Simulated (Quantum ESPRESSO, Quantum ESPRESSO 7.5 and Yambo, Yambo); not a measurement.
**CuI (Marshite): G0W0 with Yambo, start to end**

Wanted: ground state, empty states, screening and self-energy for CuI (Marshite).

Method: PBE and many-body steps on it, plane waves, in Quantum ESPRESSO 7.5 and Yambo 5.3.0.

The database entry behind the starting cell differs from later determinations by our own check (about 0.15 % long (mineral sample)), so it need not match the best structure at ambient conditions.

In doubt: a PseudoDojo file used here is known to give poor structures and forces, which bears on pressures, cells, forces and phonons.

## 1. The starting structure

The structure is cubic, space group F-43m (No. 216). The conventional cell has a = 6.063 Å, b = 6.063 Å, c = 6.063 Å, α = 90.00°, β = 90.00°, γ = 90.00°. Cu has 4 I at 2.63 Å nearest. Nearest to I lie 4 Cu at 2.63 Å. Farther neighbours and most contacts between anions are not listed.

The cell and positions come from the Crystallography Open Database and are kept as given unless a step says otherwise.

## 2. Ground state

This step: Quantum ESPRESSO 7.5; DFT, PBE with spin-orbit coupling, plane waves, norm-conserving pseudopotentials.

The ground-state density comes first.

pw.in reads:

```
&control
  calculation = 'scf'
  prefix = 'x'
  outdir = 'o'
  pseudo_dir = 'pseudo'
/
&system
  ibrav = 0
  nat = 2
  ntyp = 2
  ecutwfc = 84.0
  nbnd = 46
  force_symmorphic = .true.
  noncolin = .true.
  lspinorb = .true.
/
&electrons
  conv_thr = 1e-10
  electron_maxstep = 80
  mixing_beta = 0.5
/
ATOMIC_SPECIES
  Cu 63.546 Cu.upf
  I 126.9 I.upf
CELL_PARAMETERS angstrom
  0.0000000000 3.0315000000 3.0315000000
  3.0315000000 -0.0000000000 3.0315000000
  3.0315000000 3.0315000000 0.0000000000
ATOMIC_POSITIONS crystal
  Cu 0.2500000000 0.2500000000 0.2500000000
  I 0.0000000000 0.0000000000 0.0000000000
K_POINTS automatic
  6 6 6 0 0 0
```

The run is started by

```console
> OMP_NUM_THREADS=1 mpirun -n 4 pw.x -nk 4 -in pw.in > pw.out
```

What it wrote:

```text
Program PWSCF v.7.5 starts

     This program is part of the open-source Quantum ESPRESSO suite
     for quantum simulation of materials; please cite
         "P. Giannozzi et al., J. Phys.:Condens. Matter 21 395502 (2009);
         "P. Giannozzi et al., J. Phys.:Condens. Matter 29 465901 (2017);
         "P. Giannozzi et al., J. Chem. Phys. 152 154105 (2020);
     in publications or presentations arising from this work. More details at
     Message from routine setup:
     using ibrav=0 with symmetry is DISCOURAGED, use correct ibrav instead

     G-vector sticks info

     bravais-lattice index     =            0
     lattice parameter (alat)  =       8.1016  a.u.
     unit-cell volume          =     376.0099 (a.u.)^3
     number of atoms/cell      =            2
     number of atomic types    =            2
     number of electrons       =        36.00
     number of Kohn-Sham states=           46
     kinetic-energy cutoff     =      84.0000  Ry
     charge density cutoff     =     336.0000  Ry
     scf convergence threshold =      1.0E-10
     mixing beta               =       0.5000
     number of iterations used =            8  plain     mixing
     Exchange-correlation= PBE
                           (   1   4   3   4   0   0   0)
     Non magnetic calculation with spin-orbit

     celldm(1)=   8.101612  celldm(2)=   0.000000  celldm(3)=   0.000000
     celldm(4)=   0.000000  celldm(5)=   0.000000  celldm(6)=   0.000000

     crystal axes: (cart. coord. in units of alat)
               a(1) = (   0.000000   0.707107   0.707107 )
               a(2) = (   0.707107  -0.000000   0.707107 )
               a(3) = (   0.707107   0.707107   0.000000 )

     reciprocal axes: (cart. coord. in units 2 pi/alat)
               b(1) = ( -0.707107  0.707107  0.707107 )
               b(2) = (  0.707107 -0.707107  0.707107 )
               b(3) = (  0.707107  0.707107 -0.707107 )
     Pseudo is Norm-conserving + core correction, Zval = 19.0
     Generated using ONCVPSP code by D. R. Hamann
     Using radial grid of 1492 points, 10 beta functions with:
     Pseudo is Norm-conserving + core correction, Zval = 17.0
     Generated using ONCVPSP code by D. R. Hamann
     Using radial grid of 1210 points, 10 beta functions with:
     Cu               19.00    63.54600     Cu( 1.00)
     I                17.00   126.90000     I ( 1.00)

     24 Sym. Ops. (no inversion) found

   Cartesian axes

     site n.     atom                  positions (alat units)
         1        Cu     tau(   1) = (   0.3535534   0.3535534   0.3535534  )
         2        I      tau(   2) = (   0.0000000   0.0000000   0.0000000  )

     number of k points=    16
                       cart. coord. in units 2pi/alat
        k(    1) = (   0.0000000   0.0000000   0.0000000), wk =   0.0046296
        k(    2) = (   0.1178511   0.1178511  -0.1178511), wk =   0.0370370
        k(    3) = (   0.2357023   0.2357023  -0.2357023), wk =   0.0370370
        k(    4) = (  -0.3535534  -0.3535534   0.3535534), wk =   0.0185185
        k(    5) = (   0.2357023   0.0000000  -0.0000000), wk =   0.0277778
        k(    6) = (   0.3535534   0.1178511  -0.1178511), wk =   0.1111111
        k(    7) = (  -0.2357023  -0.4714045   0.4714045), wk =   0.1111111
        k(    8) = (  -0.1178511  -0.3535534   0.3535534), wk =   0.1111111
        k(    9) = (   0.0000000  -0.2357023   0.2357023), wk =   0.0555556
        k(   10) = (   0.4714045   0.0000000  -0.0000000), wk =   0.0277778
     [... 4 further rows ...]
        k(   15) = (  -0.1178511  -0.3535534   0.5892557), wk =   0.1111111
        k(   16) = (  -0.7071068   0.2357023   0.0000000), wk =   0.0555556

     Dense  grid:    39189 G-vectors     FFT dimensions: (  48,  48,  48)

     Initial potential from superposition of free atoms

     starting charge      35.9996, renormalised to      36.0000
     Starting wfcs are   38 randomized atomic wfcs +    8 random wfcs

     per-process dynamical memory:    82.2 Mb

     Self-consistent Calculation

     iteration #  1     ecut=    84.00 Ry     beta= 0.50

     Threshold (ethr) on eigenvalues was too large:
     Diagonalizing with lowered threshold

     total energy              =    -627.53316503 Ry
     estimated scf accuracy    <       0.07157927 Ry

     iteration #  2     ecut=    84.00 Ry     beta= 0.50

     total energy              =    -627.55577258 Ry
     estimated scf accuracy    <       0.06316756 Ry

     iteration #  3     ecut=    84.00 Ry     beta= 0.50

     total energy              =    -627.56434474 Ry
     estimated scf accuracy    <       0.00140187 Ry

     iteration #  4     ecut=    84.00 Ry     beta= 0.50

     total energy              =    -627.56465128 Ry
     estimated scf accuracy    <       0.00103809 Ry

     iteration #  5     ecut=    84.00 Ry     beta= 0.50

     total energy              =    -627.56477995 Ry
     estimated scf accuracy    <       0.00002078 Ry

     iteration #  6     ecut=    84.00 Ry     beta= 0.50

     total energy              =    -627.56479334 Ry
     estimated scf accuracy    <       0.00005493 Ry

     iteration #  7     ecut=    84.00 Ry     beta= 0.50

     total energy              =    -627.56479013 Ry
     estimated scf accuracy    <       0.00001260 Ry

     iteration #  8     ecut=    84.00 Ry     beta= 0.50

     total energy              =    -627.56479333 Ry
     estimated scf accuracy    <       0.00000048 Ry

     iteration #  9     ecut=    84.00 Ry     beta= 0.50

     total energy              =    -627.56479336 Ry
     estimated scf accuracy    <       0.00000011 Ry

     iteration # 10     ecut=    84.00 Ry     beta= 0.50

     total energy              =    -627.56479333 Ry
     estimated scf accuracy    <       0.00000006 Ry

     iteration # 11     ecut=    84.00 Ry     beta= 0.50

     total energy              =    -627.56479335 Ry
     estimated scf accuracy    <          3.3E-10 Ry

     iteration # 12     ecut=    84.00 Ry     beta= 0.50

     End of self-consistent calculation

          k = 0.0000 0.0000 0.0000 (  4909 PWs)   bands (ev):

  -102.9253-102.9253 -62.1029 -62.1029 -59.5189 -59.5189 -59.5189 -59.5189
   -38.2112 -38.2112 -38.2112 -38.2112 -36.5005 -36.5005 -36.4978 -36.4978
   -36.4978 -36.4978  -5.4942  -5.4942   4.4466   4.4466   5.0378   5.0378
     5.0378   5.0378   6.7026   6.7026   6.7026   6.7026   8.2821   8.2821
     8.7029   8.7029   8.7029   8.7029   9.6454   9.6454  13.3545  13.3545
    13.4315  13.4315  13.4315  13.4315  16.8200  16.8200

          k = 0.1179 0.1179-0.1179 (  4870 PWs)   bands (ev):

  -102.9253-102.9253 -62.1028 -62.1028 -59.5188 -59.5188 -59.5188 -59.5188
   -38.2112 -38.2111 -38.2111 -38.2111 -36.5004 -36.5004 -36.4978 -36.4978
   -36.4978 -36.4977  -5.3689  -5.3689   4.1589   4.1589   4.8294   4.8294
     5.0375   5.0606   6.6705   6.6771   6.6771   6.7364   7.6914   7.6914
     8.2501   8.2501   8.4598   8.5122  10.5827  10.5827  13.4072  13.4072
    13.7274  13.7274  13.7839  13.7971  17.3693  17.3733

          k = 0.2357 0.2357-0.2357 (  4879 PWs)   bands (ev):

  -102.9253-102.9253 -62.1028 -62.1028 -59.5188 -59.5188 -59.5188 -59.5188
   -38.2111 -38.2111 -38.2110 -38.2110 -36.5003 -36.5003 -36.4979 -36.4979
   -36.4976 -36.4976  -5.0936  -5.0936   3.2959   3.2959   4.7310   4.7310
     5.0517   5.0764   6.6368   6.6368   6.6969   6.7781   7.0451   7.0451
     7.9349   7.9349   8.0660   8.1304  10.7586  10.7586  13.9916  13.9916
    14.0331  14.0444  14.9431  14.9431  17.2865  17.2865

          k =-0.3536-0.3536 0.3536 (  4910 PWs)   bands (ev):

     [... further k-points ...]

     highest occupied, lowest unoccupied level (ev):     8.7029    9.6454

!    total energy              =    -627.56479335 Ry
     estimated scf accuracy    <          7.2E-11 Ry

     The total energy is the sum of the following terms:
     one-electron contribution =    -446.42582434 Ry
     hartree contribution      =     232.13074601 Ry
     xc contribution           =    -107.94668482 Ry
     ewald contribution        =    -305.32303020 Ry

     convergence has been achieved in  12 iterations

     XML data file, charge density, pseudopotentials, collected wavefunctions

=------------------------------------------------------------------------------=
   JOB DONE.
=------------------------------------------------------------------------------=
```

The job ended after 46 s (4 MPI ranks of Arm Neoverse V1, shared host; peak memory 0.62 GiB).

This step gave:

```yaml
total_energy: -8538.4540 eV
gap: 0.9425 eV
k_of_the_valence_top: 0, 0, 0
k_of_the_conduction_bottom: 0, 0, 0
least_direct_gap: 0.9425 eV
```

The gap is direct, at Γ.

## 3. Bands along the symmetry lines

Levels along a band path, at the cheap level, show where the edges lie and whether the meshes to come will hold them.

pw.in reads:

```
&control
  calculation = 'bands'
  prefix = 'x'
  outdir = 'o'
  pseudo_dir = 'pseudo'
/
&system
  ibrav = 0
  nat = 2
  ntyp = 2
  ecutwfc = 84.0
  nbnd = 48
  force_symmorphic = .true.
  noncolin = .true.
  lspinorb = .true.
/
&electrons
  conv_thr = 1e-9
  electron_maxstep = 80
  diago_full_acc = .true.
  diago_thr_init = 5e-6
/
ATOMIC_SPECIES
  Cu 63.546 Cu.upf
  I 126.9 I.upf
CELL_PARAMETERS angstrom
  0.0000000000 3.0315000000 3.0315000000
  3.0315000000 -0.0000000000 3.0315000000
  3.0315000000 3.0315000000 0.0000000000
ATOMIC_POSITIONS crystal
  Cu 0.2500000000 0.2500000000 0.2500000000
  I 0.0000000000 0.0000000000 0.0000000000
K_POINTS crystal
  50
  0.00000000 0.00000000 0.00000000 1
  -0.06250000 -0.06250000 0.00000000 1
  -0.12500000 -0.12500000 0.00000000 1
  -0.18750000 -0.18750000 0.00000000 1
  -0.25000000 -0.25000000 0.00000000 1
  -0.31250000 -0.31250000 0.00000000 1
  -0.37500000 -0.37500000 0.00000000 1
  -0.43750000 -0.43750000 0.00000000 1
  -0.50000000 -0.50000000 0.00000000 1
  -0.48437500 -0.48437500 0.03125000 1
  -0.46875000 -0.46875000 0.06250000 1
  -0.45312500 -0.45312500 0.09375000 1
  -0.43750000 -0.43750000 0.12500000 1
  -0.42187500 -0.42187500 0.15625000 1
  -0.40625000 -0.40625000 0.18750000 1
  -0.39062500 -0.39062500 0.21875000 1
  -0.37500000 -0.37500000 0.25000000 1
  -0.37500000 0.00000000 0.37500000 1
  -0.32812500 0.00000000 0.32812500 1
  -0.28125000 0.00000000 0.28125000 1
  -0.23437500 0.00000000 0.23437500 1
  -0.18750000 0.00000000 0.18750000 1
  -0.14062500 0.00000000 0.14062500 1
  -0.09375000 0.00000000 0.09375000 1
  -0.04687500 0.00000000 0.04687500 1
  0.00000000 0.00000000 0.00000000 1
  0.00000000 0.00000000 0.06250000 1
  0.00000000 0.00000000 0.12500000 1
  0.00000000 0.00000000 0.18750000 1
  0.00000000 0.00000000 0.25000000 1
  0.00000000 0.00000000 0.31250000 1
  0.00000000 0.00000000 0.37500000 1
  0.00000000 0.00000000 0.43750000 1
  -0.00000000 0.00000000 0.50000000 1
  -0.06250000 -0.03125000 0.46875000 1
  -0.12500000 -0.06250000 0.43750000 1
  -0.18750000 -0.09375000 0.40625000 1
  -0.25000000 -0.12500000 0.37500000 1
  -0.31250000 -0.15625000 0.34375000 1
  -0.37500000 -0.18750000 0.31250000 1
  -0.43750000 -0.21875000 0.28125000 1
  -0.50000000 -0.25000000 0.25000000 1
  -0.50000000 -0.28125000 0.21875000 1
  -0.50000000 -0.31250000 0.18750000 1
  -0.50000000 -0.34375000 0.15625000 1
  -0.50000000 -0.37500000 0.12500000 1
  -0.50000000 -0.40625000 0.09375000 1
  -0.50000000 -0.43750000 0.06250000 1
  -0.50000000 -0.46875000 0.03125000 1
  -0.50000000 -0.50000000 0.00000000 1
```

What it wrote:

```text
[banner, memory and clock lines left out]
Program PWSCF v.7.5 starts

     Atomic positions and unit cell read from directory:
     o/x.save/

     Message from routine setup:
     using ibrav=0 with symmetry is DISCOURAGED, use correct ibrav instead

     G-vector sticks info

     bravais-lattice index     =            0
     lattice parameter (alat)  =       8.1016  a.u.
     unit-cell volume          =     376.0099 (a.u.)^3
     number of atoms/cell      =            2
     number of atomic types    =            2
     number of electrons       =        36.00
     number of Kohn-Sham states=           48
     kinetic-energy cutoff     =      84.0000  Ry
     charge density cutoff     =     336.0000  Ry
     Exchange-correlation= PBE
                           (   1   4   3   4   0   0   0)
     Non magnetic calculation with spin-orbit

     celldm(1)=   8.101612  celldm(2)=   0.000000  celldm(3)=   0.000000
     celldm(4)=   0.000000  celldm(5)=   0.000000  celldm(6)=   0.000000

     crystal axes: (cart. coord. in units of alat)
               a(1) = (   0.000000   0.707107   0.707107 )
               a(2) = (   0.707107  -0.000000   0.707107 )
               a(3) = (   0.707107   0.707107   0.000000 )

     reciprocal axes: (cart. coord. in units 2 pi/alat)
               b(1) = ( -0.707107  0.707107  0.707107 )
               b(2) = (  0.707107 -0.707107  0.707107 )
               b(3) = (  0.707107  0.707107 -0.707107 )
     Pseudo is Norm-conserving + core correction, Zval = 19.0
     Generated using ONCVPSP code by D. R. Hamann
     Using radial grid of 1492 points, 10 beta functions with:
     Pseudo is Norm-conserving + core correction, Zval = 17.0
     Generated using ONCVPSP code by D. R. Hamann
     Using radial grid of 1210 points, 10 beta functions with:
     Cu               19.00    63.54600     Cu( 1.00)
     I                17.00   126.90000     I ( 1.00)

     24 Sym. Ops. (no inversion) found

   Cartesian axes

     site n.     atom                  positions (alat units)
         1        Cu     tau(   1) = (   0.3535534   0.3535534   0.3535534  )
         2        I      tau(   2) = (   0.0000000   0.0000000   0.0000000  )

     number of k points=    50
                       cart. coord. in units 2pi/alat
        k(    1) = (   0.0000000   0.0000000   0.0000000), wk =   0.0200000
        k(    2) = (   0.0000000   0.0000000  -0.0883883), wk =   0.0200000
        k(    3) = (   0.0000000   0.0000000  -0.1767767), wk =   0.0200000
[...]
[... 38 further rows ...]
        k(   49) = (   0.0441942  -0.0000000  -0.7071068), wk =   0.0200000
        k(   50) = (   0.0000000   0.0000000  -0.7071068), wk =   0.0200000

     Dense  grid:    39189 G-vectors     FFT dimensions: (  48,  48,  48)

     The potential is recalculated from file :
     o/x.save/charge-density

     Starting wfcs are   38 randomized atomic wfcs +   10 random wfcs

     Band Structure Calculation

     End of band structure calculation

          k = 0.0000 0.0000 0.0000 (  4909 PWs)   bands (ev):

  -102.9251-102.9251 -62.1027 -62.1027 -59.5187 -59.5187 -59.5187 -59.5187
   -38.2112 -38.2112 -38.2112 -38.2112 -36.5005 -36.5005 -36.4978 -36.4978
   -36.4978 -36.4978  -5.4942  -5.4942   4.4466   4.4466   5.0378   5.0378
     5.0378   5.0378   6.7027   6.7027   6.7027   6.7027   8.2822   8.2822
[...]
k = 0.0000 0.0000-0.0884 (  4925 PWs)   bands (ev):

  -102.9251-102.9251 -62.1027 -62.1027 -59.5187 -59.5187 -59.5187 -59.5187
[...]
k = 0.0000 0.0000-0.1768 (  4897 PWs)   bands (ev):

  -102.9251-102.9251 -62.1027 -62.1027 -59.5187 -59.5187 -59.5186 -59.5186
[...]
k =-0.0000 0.0000-0.2652 (  4905 PWs)   bands (ev):

[...]
k = 0.0000 0.0000-0.3536 (  4865 PWs)   bands (ev):

[...]
k = 0.0000-0.0000-0.4419 (  4897 PWs)   bands (ev):

[...]
k =-0.0000 0.0000-0.5303 (  4884 PWs)   bands (ev):

[...]
k = 0.0000-0.0000-0.6187 (  4888 PWs)   bands (ev):

[...]
k = 0.5303-0.0000-0.5303 (  4914 PWs)   bands (ev):

[...]
k = 0.0000 0.0000 0.0000 (  4909 PWs)   bands (ev):

[...]
k = 0.1326 0.0000-0.7071 (  4890 PWs)   bands (ev):

[...]
k = 0.0884-0.0000-0.7071 (  4884 PWs)   bands (ev):

[...]
k = 0.0442-0.0000-0.7071 (  4882 PWs)   bands (ev):

  -102.9251-102.9251 -62.1026 -62.1026 -59.5186 -59.5186 -59.5186 -59.5186
[...]
k = 0.0000 0.0000-0.7071 (  4880 PWs)   bands (ev):

  -102.9251-102.9251 -62.1026 -62.1026 -59.5186 -59.5186 -59.5186 -59.5186
[...]
7.0226   7.0226   7.1578   7.1578  11.2402  11.2403  11.4240  11.4240
    17.5409  17.5409  18.3751  18.3751  18.4653  18.4653  20.0630  20.0631

     XML data file, pseudopotentials, collected wavefunctions
```

Run time: 35 s. Hardware: 4 MPI ranks; peak memory 0.42 GiB.

This step gave:

```
gap                        : 0.9424 eV
k of the valence top       : 0, 0, 0
k of the conduction bottom : 0, 0, 0
least direct gap           : 0.9424 eV
```

The gap is 0.942 eV, as in the run before at this level.

Electronic bands along the path, in eV, zero at the top of the highest filled band:

```tsv
point	band 33	band 34	band 35	band 36	band 37	band 38	band 39	band 40
Γ	0.00	0.00	0.00	0.00	0.94	0.94	4.65	4.65
halfway	-1.09	-1.09	-0.94	-0.94	3.03	3.03	3.21	3.21
X	-1.68	-1.68	-1.55	-1.55	2.54	2.54	2.72	2.72
halfway	-1.75	-1.60	-1.52	-1.48	2.69	2.70	3.15	3.26
U	-1.75	-1.56	-1.41	-1.33	2.90	2.92	4.32	4.54
jump to K	-1.75	-1.56	-1.41	-1.33	2.90	2.92	4.32	4.54
halfway	-1.24	-1.17	-0.56	-0.51	2.84	3.00	4.77	4.85
Γ	0.00	0.00	0.00	0.00	0.94	0.94	4.65	4.65
halfway	-0.62	-0.62	-0.45	-0.38	2.08	2.08	5.20	5.20
L	-0.91	-0.91	-0.79	-0.79	1.96	1.96	5.23	5.23
halfway	-1.46	-1.40	-1.17	-1.11	3.21	3.38	4.50	4.51
W	-1.72	-1.71	-1.42	-1.33	4.05	4.47	4.47	4.54
halfway	-1.72	-1.68	-1.49	-1.41	3.16	3.22	3.29	3.40
X	-1.68	-1.68	-1.55	-1.55	2.54	2.54	2.72	2.72
```

[end of part 1 of 3]

[Paths, hosts, dates, memory and timing lines, banners, echoed tables and standing remarks are left out of the program output.]

[Logs are printed without paths, hosts, clocks, repeated set-up lines and the standing remarks that a program may print on its own settings, such as how far it seeks lower states.]

[Runs of the session that timed out or met a known fault of the program may be left out.]

[Hosts, paths, dates, database ids (printed as entryN), source tags and the programs' standing remarks are cut or masked in the printed files.]
